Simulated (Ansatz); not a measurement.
Sensitivity of the gradients in Cu2O to the input

Cell: a COD entry (the entry's cell lengths or inner coordinates differ somewhat from later room-temperature determinations), atoms as given.

Space group Pn-3m:1 (No. 224); a = 4.2600 Å.

```
site  Wyckoff  site symmetry       x       y       z
  Cu       4b           .-3m  0.2500  0.2500  0.2500
   O       2a           -43m  0.0000  0.0000  0.0000
```

One atom of each set is listed.

Reference run. All values are calculated (Ansatz; DFT, PBE, plane waves and PAW, scalar-relativistic, 420 eV cutoff, Γ-centred 7×7×7 k-points, Fermi–Dirac smearing 0.02 eV), not measured.

**Question.** The input is changed as follows: `hamiltonian.hubbard`: not typed → {sites: [{species: Cu, l: d, u_eff: 1.0}], double_counting: fll}; `scf.algorithm`: not typed → direct_min. What happens to V_zz (10²¹ V/m²) and η?

**Answer.** 

| site | V_zz reference | η reference | V_zz changed | η changed |
| --- | --- | --- | --- | --- |
| Cu | -5.30 | 0.00 | -6.11 | 0.00 |

The largest change of V_zz is on Cu, from -5.30 to -6.11. In per cent, |V_zz| changes by +15 on Cu (all sites that start above 0.5). Sites without a gradient aren't listed. SCF iterations: 7 and 8.

On the reference run: Semilocal functionals underestimate gradients at Cu(I) with two or three neighbours, in Cu₂O by a fifth to nearly a half.
